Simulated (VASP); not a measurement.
# CdTe (F-43m) in VASP: notebook, part 2 of 3

VASP 6.6.1.

**3. Relaxation of cell and atoms, LDA**

This run uses another cell than the first one, of 32.92 Å³/atom, 0.933 times its volume.

INCAR reads:

```
SYSTEM = CdTe
  PREC = Accurate
  ENCUT = 600
  EDIFF = 1E-6
  ISMEAR = 0
  SIGMA = 0.03
  LREAL = .FALSE.
  LASPH = .TRUE.
  NELM = 80
  ALGO = Normal
  ISIF = 3
  LWAVE = .FALSE.
  LCHARG = .FALSE.
  IBRION = 2
  NSW = 90
  EDIFFG = -0.01
```

KPOINTS reads:

```
regular mesh
0
G
  8 8 8
  0 0 0
```

POSCAR reads:

```
CdTe
1.0
    0.0000000000      3.2050000000      3.2050000000
    3.2050000000      0.0000000000      3.2050000000
    3.2050000000      3.2050000000      0.0000000000
Cd Te
1 1
Direct
    0.0000000000      0.0000000000      0.0000000000
    0.2500000000      0.2500000000      0.2500000000
```

Potentials or basis: VASP PAW LDA potentials, release 64 (Cd, Te).

On the command line:

```console
$ cat potpaw_LDA.64/Cd/POTCAR potpaw_LDA.64/Te/POTCAR > POTCAR
$ mpirun -np 1 vasp_std > vasp.out
```

OUTCAR:

```text
SYSTEM = CdTe
   PREC = Accurate
   ENCUT = 600
   EDIFF = 1E-6
   ISMEAR = 0
   LREAL = .FALSE.
   LASPH = .TRUE.
   NELM = 80
   ISIF = 3
   IBRION = 2
   NSW = 90
   EDIFFG = -0.01

 ion  position               nearest neighbor table
   1  0.000  0.000  0.000-   2 2.78   2 2.78   2 2.78   2 2.78
   2  0.250  0.250  0.250-   1 2.78   1 2.78   1 2.78   1 2.78

  LATTYP: Found a face centered cubic cell.
 ALAT       =     6.4100000000

  Lattice vectors:

 A1 = (   0.0000000000,   3.2050000000,   3.2050000000)
 A2 = (   3.2050000000,   0.0000000000,   3.2050000000)
 A3 = (   3.2050000000,   3.2050000000,   0.0000000000)

Analysis of symmetry for initial positions (statically):
=====================================================================
 Subroutine PRICEL returns:
 Original cell was already a primitive cell.

 Routine SETGRP: Setting up the symmetry group for a
 face centered cubic supercell.

 Subroutine GETGRP returns: Found 24 space group operations
 (whereof 24 operations were pure point group operations)
 out of a pool of 48 trial point group operations.

The static configuration has the point symmetry T_d .

Analysis of symmetry for dynamics (positions and initial velocities):
=====================================================================
 Subroutine PRICEL returns:
 Original cell was already a primitive cell.

 Routine SETGRP: Setting up the symmetry group for a
 face centered cubic supercell.

 Subroutine GETGRP returns: Found 24 space group operations
 (whereof 24 operations were pure point group operations)
 out of a pool of 48 trial point group operations.

The dynamic configuration has the point symmetry T_d .

 Subroutine INISYM returns: Found 24 space group operations
 (whereof 24 operations are pure point group operations),
 and found     1 'primitive' translations

----------------------------------------------------------------------------------------

                                     Primitive cell

  volume of cell :      65.8437

  direct lattice vectors                    reciprocal lattice vectors
     0.000000000  3.205000000  3.205000000    -0.156006240  0.156006240  0.156006240
     3.205000000  0.000000000  3.205000000     0.156006240 -0.156006240  0.156006240
     3.205000000  3.205000000  0.000000000     0.156006240  0.156006240 -0.156006240

  length of vectors
     4.532554467  4.532554467  4.532554467     0.270210734  0.270210734  0.270210734

  position of ions in fractional coordinates (direct lattice)
     0.000000000  0.000000000  0.000000000
     0.250000000  0.250000000  0.250000000

  ion indices of the primitive-cell ions
   primitive index   ion index
                 1           1
                 2           2

[... 102 lines left out ...]
 conjugate gradient relaxation of ions
 non-spin polarized calculation
 Gauss-broadening in eV      SIGMA  =   0.03
  energy-cutoff  :      600.00
  volume of cell :       65.84
 maximum number of plane-waves:      2216
   NGX = 19   NGY = 19   NGZ = 19

--------------------------------------- Ionic step        1  -------------------------------------------

 number of electron      17.9999995 magnetization

 Free energy of the ion-electron system (eV)
  ---------------------------------------------------
  ext. energy  EPLUGINS =         0.00000000
  ---------------------------------------------------
  free energy    TOTEN  =        -6.05060618 eV

  energy without entropy =       -6.05060618  energy(sigma->0) =       -6.05060618

------------------------ aborting loop because EDIFF is reached ----------------------------------------

  FORCE on cell =-STRESS in cart. coord.  units (eV):
  Direction    XX          YY          ZZ          XY          YZ          ZX
  --------------------------------------------------------------------------------------
  -------------------------------------------------------------------------------------
  Total        0.0840679      0.0840679      0.0840679      0.0000000      0.0000000      0.0000000
  in kB        2.0456278      2.0456278      2.0456278      0.0000000      0.0000000      0.0000000
  external PRESSURE =       2.0456278 kB  Pullay stress =       0.0000000 kB

 VOLUME and BASIS-vectors are now :
 -----------------------------------------------------------------------------
  energy-cutoff  :      600.00
  volume of cell :       65.84
      direct lattice vectors                 reciprocal lattice vectors
     0.000000000  3.205000000  3.205000000    -0.156006240  0.156006240  0.156006240
     3.205000000  0.000000000  3.205000000     0.156006240 -0.156006240  0.156006240
     3.205000000  3.205000000  0.000000000     0.156006240  0.156006240 -0.156006240

 POSITION                                       TOTAL-FORCE (eV/Angst)
 -----------------------------------------------------------------------------------
      0.00000      0.00000      0.00000        -0.000000     -0.000000     -0.000000
      1.60250      1.60250      1.60250         0.000000      0.000000      0.000000
 -----------------------------------------------------------------------------------
    total drift:                                0.000000      0.000000      0.000000

  FREE ENERGIE OF THE ION-ELECTRON SYSTEM (eV)
  ---------------------------------------------------
  free  energy   TOTEN  =        -6.0506061809 eV

  energy  without entropy=       -6.0506061809  energy(sigma->0) =       -6.05060618

--------------------------------------- Ionic step        2  -------------------------------------------

 number of electron      17.9999994 magnetization

 Free energy of the ion-electron system (eV)
  ---------------------------------------------------
  ext. energy  EPLUGINS =         0.00000000
  ---------------------------------------------------
  free energy    TOTEN  =        -6.05076626 eV

  energy without entropy =       -6.05076626  energy(sigma->0) =       -6.05076626

 E-fermi :   2.5527     XC(G=0):  -9.0636

 val. band max:        2.4074915195   @ k =   0.0000   0.0000   0.0000
 cond. band min:       3.0419934799   @ k =   0.0000   0.0000   0.0000
 fundamental gap:      0.6345019604
 Fermi energy:         2.5526617263

 k-point     1 :       0.0000    0.0000    0.0000
  band No.  band energies     occupation
      1      -8.9911      2.00000
      2      -5.9826      2.00000
      3      -5.9826      2.00000
      4      -5.9826      2.00000
      5      -5.6981      2.00000
      6      -5.6981      2.00000
      7       2.4075      2.00000
      8       2.4075      2.00000
      9       2.4075      2.00000
     10       3.0420      0.00000
     11       6.8900      0.00000
     12       6.8900      0.00000
     13       6.8900      0.00000
[... 354 lines left out ...]
  band No.  band energies     occupation
      1      -8.4957      2.00000
      2      -5.8872      2.00000
      3      -5.8728      2.00000
      4      -5.7167      2.00000
      5      -5.6930      2.00000
      6      -5.2291      2.00000
      7      -2.0441      2.00000
      8       0.2047      2.00000
      9       1.0524      2.00000
     10       5.5802      0.00000
     11       6.8441      0.00000
     12       8.3206      0.00000
     13       9.5232      0.00000

 [... further k-points ...]
[... 5 lines left out ...]
  --------------------------------------------------------------------------------------
  -------------------------------------------------------------------------------------
  Total       -0.0190225     -0.0190225     -0.0190225      0.0000000     -0.0000000      0.0000000
  in kB       -0.4600702     -0.4600702     -0.4600702      0.0000000     -0.0000000      0.0000000
  external PRESSURE =      -0.4600702 kB  Pullay stress =       0.0000000 kB

 VOLUME and BASIS-vectors are now :
 -----------------------------------------------------------------------------
  energy-cutoff  :      600.00
  volume of cell :       66.25
      direct lattice vectors                 reciprocal lattice vectors
     0.000000000  3.211499192  3.211499192    -0.155690526  0.155690526  0.155690526
     3.211499192 -0.000000000  3.211499192     0.155690526 -0.155690526  0.155690526
     3.211499192  3.211499192  0.000000000     0.155690526  0.155690526 -0.155690526

 POSITION                                       TOTAL-FORCE (eV/Angst)
 -----------------------------------------------------------------------------------
      6.42300      6.42300      6.42300         0.000000      0.000000      0.000000
      1.60575      1.60575      1.60575        -0.000000     -0.000000     -0.000000
 -----------------------------------------------------------------------------------
    total drift:                                0.000000      0.000000      0.000000

  FREE ENERGIE OF THE ION-ELECTRON SYSTEM (eV)
  ---------------------------------------------------
  free  energy   TOTEN  =        -6.0507662563 eV

  energy  without entropy=       -6.0507662563  energy(sigma->0) =       -6.05076626

 reached required accuracy - stopping structural energy minimisation
```

OSZICAR:

```text
N       E                     dE             d eps       ncg     rms          rms(c)
DAV:   1     0.110306221987E+03    0.11031E+03   -0.89391E+03   770   0.134E+03
DAV:   2    -0.162193996893E+01   -0.11193E+03   -0.10768E+03   834   0.292E+02
DAV:   3    -0.624775253303E+01   -0.46258E+01   -0.46145E+01   919   0.613E+01
[... 12 lines left out ...]
DAV:   2    -0.605141785972E+01    0.57033E-02   -0.15905E-02   809   0.207E+00    0.203E-01
DAV:   3    -0.605086513738E+01    0.55272E-03   -0.13951E-03   819   0.409E-01    0.169E-01
DAV:   4    -0.605077283407E+01    0.92303E-04   -0.14544E-04   819   0.102E-01    0.332E-02
DAV:   5    -0.605076654261E+01    0.62915E-05   -0.16769E-05   819   0.570E-02    0.218E-02
DAV:   6    -0.605076625635E+01    0.28627E-06   -0.39257E-06   764   0.200E-02
   2 F= -.60507663E+01 E0= -.60507663E+01  d E =-.160075E-03
```

CONTCAR:

```text
CdTe
   1.00000000000000
     0.0000000000000000    3.2114991918481337    3.2114991918481337
     3.2114991918481337   -0.0000000000000000    3.2114991918481337
     3.2114991918481337    3.2114991918481337    0.0000000000000000
  Cd              Te
     1     1
Direct
     1.0000000000000000    1.0000000000000000    1.0000000000000000
     0.2500000000000000    0.2500000000000000    0.2500000000000000

  0.00000000E+00  0.00000000E+00  0.00000000E+00
  0.00000000E+00  0.00000000E+00  0.00000000E+00
```

It took 24 s on 1 thread of Intel Xeon Platinum 8375C at 2.90GHz (Ice Lake), shared host; peak memory 0.2 GiB.

What came out:

- Free energy: -6.0508 eV
- Relaxed volume: 33.12 Å³/atom
- Relaxed cell: a = 4.542 Å, b = 4.542 Å, c = 4.542 Å, α = 60.00°, β = 60.00°, γ = 60.00°
- Space group after relaxing (to 0.05 Å): F-43m (No. 216)
- Energy gained by relaxing: 0.1 meV/atom
- Ionic steps: 2
- Pressure after relaxing: 0.0 GPa
- Band gap on the k mesh: 0.63 eV, direct

Step by step:
| step | energy change (eV) | largest force (eV/Å) | pressure (GPa) | volume (Å³) |
| --- | --- | --- | --- | --- |
| 1 | 0.0000 | 0.0000 | 0.20 | 65.84 |
| 2 | -0.0002 | 0.0000 | -0.05 | 66.25 |

Final structure:
```cif
data_structure
_symmetry_space_group_name_H-M 'P 1'
_symmetry_Int_Tables_number 1
_cell_length_a 4.5417
_cell_length_b 4.5417
_cell_length_c 4.5417
_cell_angle_alpha 60.000
_cell_angle_beta 60.000
_cell_angle_gamma 60.000
_cell_volume 66.25
loop_
_atom_site_label
_atom_site_type_symbol
_atom_site_fract_x
_atom_site_fract_y
_atom_site_fract_z
_atom_site_occupancy
Cd1 Cd 0.00000 0.00000 0.00000 1
Te1 Te 0.25000 0.25000 0.25000 1
```

Caveat: spin-orbit coupling is left out, which moves the levels of the heavy elements.

(Part 2 of 3 ends here.)
